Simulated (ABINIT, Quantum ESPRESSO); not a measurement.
**BP: electronic dielectric constant by level of theory**

The structure is cubic, space group F-43m (No. 216). Conventional cell: a = 4.538 Å, b = 4.538 Å, c = 4.538 Å, α = 90.00°, β = 90.00°, γ = 90.00°. P (site symmetry -43m) has 4 B at 1.97 Å as nearest neighbours. B (site symmetry -43m) is surrounded by 4 P at 1.97 Å.

```tsv
rung	level	program and potentials	cutoff (eV)	k mesh	smearing	task	core time	chip	electronic dielectric constant	notes
GGA	PBEsol	Quantum ESPRESSO, GBRV 1.5 PBEsol	612	8 × 8 × 8, shifted	fixed	dielectric tensor	41 s	Arm Neoverse V2	9.31	-
GGA	PBE	ABINIT, SG15 NC PBE v1.2	925	4 × 4 × 4, 4 shifts	fixed	dielectric tensor	53 s	Arm Neoverse V2	9.25	-
GGA	PBEsol	ABINIT, PseudoDojo NC SR PBEsol v0.4 stringent	925	4 × 4 × 4, 4 shifts	fixed	dielectric tensor	76 s	Arm Neoverse V1	9.45	-
LDA	LDA	ABINIT, PseudoDojo NC SR LDA v0.4.1 standard	925	4 × 4 × 4, 4 shifts	fixed	dielectric tensor	94 s	Intel Xeon	9.32	-
LDA	LDA	Quantum ESPRESSO, GBRV 1.5 LDA	612	8 × 8 × 8, shifted	fixed	phonons	97 s	Arm Neoverse V2	9.19	cell relaxed first (11.34 Å³/atom)
GGA	RPBE	Quantum ESPRESSO, PseudoDojo 0.4.1 SR PBE standard	1034	6 × 6 × 6, shifted	fixed	phonons	1.9 min	Arm Neoverse V2	9.04	potentials made for PBE; cell relaxed first (11.82 Å³/atom)
GGA	revPBE	Quantum ESPRESSO, PseudoDojo 0.4.1 SR PBE standard	1034	6 × 6 × 6, shifted	fixed	phonons	1.9 min	Arm Neoverse V2	9.06	potentials made for PBE; cell relaxed first (11.80 Å³/atom)
GGA	PBE	Quantum ESPRESSO, SSSP 1.3 efficiency PBE	748	8 × 8 × 8, shifted	fixed	phonons	3.1 min	Arm Neoverse V1	9.16	cell relaxed first (11.76 Å³/atom)
GGA	PBEsol	ABINIT, PseudoDojo NC SR PBEsol v0.4.1 standard	925	6 × 6 × 6, 4 shifts	fixed	dielectric tensor	3.2 min	Arm Neoverse V2	9.27	-
GGA	RPBE	Quantum ESPRESSO, PseudoDojo 0.4.1 SR PBE standard	1034	8 × 8 × 8, shifted	fixed	phonons	3.6 min	Arm Neoverse V2	9.04	potentials made for PBE; cell relaxed first (11.82 Å³/atom)
GGA	PBE	Quantum ESPRESSO, SPMS 1.0 PBE	925	8 × 8 × 8, shifted	fixed	phonons	4.1 min	Intel Xeon Skylake/Cascade Lake	9.12	-
GGA	PBE	Quantum ESPRESSO, PseudoDojo 0.4.1 SR PBE standard	1034	8 × 8 × 8, shifted	fixed	phonons	4.4 min	Arm Neoverse V1	9.12	cell relaxed first (11.75 Å³/atom)
LDA	LDA	ABINIT, PseudoDojo NC SR LDA v0.4.1 standard	925	6 × 6 × 6, 4 shifts	fixed	phonons and Raman activities	5.5 min	AMD EPYC 9R45 Zen 5	9.16	-
non-local van der Waals functional	rPW86PBE+rVV10	Quantum ESPRESSO, PseudoDojo 0.4.1 SR PBE standard	1034	8 × 8 × 8, shifted	fixed	phonons	7.4 min	Arm Neoverse V1	8.97	potentials made for PBE; cell relaxed first (11.95 Å³/atom)
GGA	PBE	Quantum ESPRESSO, PseudoDojo 0.4 SR PBE stringent	1034	8 × 8 × 8, shifted	fixed	phonons	9.2 min	Intel Xeon Skylake/Cascade Lake	9.12	-
GGA	PBE	Quantum ESPRESSO, PseudoDojo 0.4.1 SR PBE standard	1034	6 × 6 × 6, shifted	fixed	phonons and Raman activities	41 min	AMD EPYC Zen 3	9.12	cell relaxed first (11.75 Å³/atom)
LDA	LDA	Quantum ESPRESSO, PseudoDojo 0.4.1 SR LDA standard	1034	6 × 6 × 6, shifted	fixed	phonons and Raman activities	42 min	AMD EPYC Zen 3	9.13	cell relaxed first (11.29 Å³/atom)
```

Times are single runs on shared hosts and different chips, so they are rough; meshes, cutoffs and the tasks' sizes weigh on the time. All rows: no spin polarisation. Smearing widths are in eV. The cell comes from a database and isn't always the measured one. Meshes differ between rows, which moves values too. All levels ran on this one cell, unrelaxed unless noted. Meshes are those of the run's cell of 2 atoms unless a note names another. Runs on faulty files, with rough fits or with known faults for this quantity aren't shown. No row holds spin-orbit coupling.

By rung: LDA 9.16 to 9.32; LDA in relaxed cells 9.13 to 9.19; GGA 9.12 to 9.45; GGA in relaxed cells 9.04 to 9.16; non-local van der Waals functional in relaxed cells 8.97.
